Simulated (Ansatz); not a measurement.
Working through a dielectric-dependent hybrid calculation of ZrO₂, space group Fm-3m

With Ansatz 0.2.0, Python API.

Contents of `zro2.extxyz`:
```text
3
Lattice="0.0 2.535 2.535 2.535 0.0 2.535 2.535 2.535 0.0" Properties=species:S:1:pos:R:3 pbc="T T T"
Zr    0.00000000    0.00000000    0.00000000
O     1.26750000    1.26750000    1.26750000
O     3.80250000    3.80250000    3.80250000
```

Notebook, run cell by cell (the value of a cell's last expression is shown):

**Cell 1**
```python
import warnings

import ansatz
import numpy as np
```

**Cell 2**
```python
def count_gap(report):
    # lowest empty less highest filled band, counting bands; zero where they overlap
    return max(report.get("gap_by_band_count_ev") or 0.0, 0.0)
```

**Cell 3**
```python
warnings.simplefilter("ignore", ansatz.DeckWarning)
```

**Cell 4**
```python
cell = ansatz.Crystal.from_extxyz("zro2.extxyz")
```

**Cell 5**
```python
job = (
    cell.calculation()
    .kpoints(4)
    .basis(470, density_ratio=4)
    .scf(tolerance=1e-05)
    .occupations("fixed")
    .band_table()
)
semilocal = job.functional("pbe").run(threads=1, pin="off").report
hybrid = job.functional(exchange="pbe", correlation="pbe", exact_fraction="inverse_dielectric").run(threads=1, pin="off").report
alpha = hybrid["hybrid"]["exact_exchange_fraction"]
print(f"fraction of exact exchange {alpha:.4f}, so eps_inf = {1 / alpha:.2f}")
print(f"gap by band count: {count_gap(semilocal):.3f} eV semilocal, {count_gap(hybrid):.3f} eV hybrid")
```
Output:
```text
fraction of exact exchange 0.1731, so eps_inf = 5.78
gap by band count: 3.393 eV semilocal, 5.017 eV hybrid
```

The fraction is 0.1731, one over a mean dielectric constant (a third of the trace) of 5.78. It opens the gap from 3.393 to 5.017 eV, by 1.62 eV.

The settings weren't tested for convergence. Spin is left out of this run. Energy and stress may still move on a finer k-point mesh. Of the deposited cell: the entry's cell lengths or inner coordinates differ somewhat from later room-temperature determinations. This is a high-temperature or high-pressure form, not the ambient phase. The starting cell is as deposited in a crystallographic database; the results hold for this polymorph, which needn't be the stable one. Levels are Kohn-Sham eigenvalues on this mesh, without spin-orbit coupling. The gaps are those of a coarse mesh; the run finds the dielectric constant of the semilocal functional on meshes of its own. It ran for 20 s on 1 thread of Arm Neoverse V2, with other jobs on the host, peak memory 0.71 GiB.
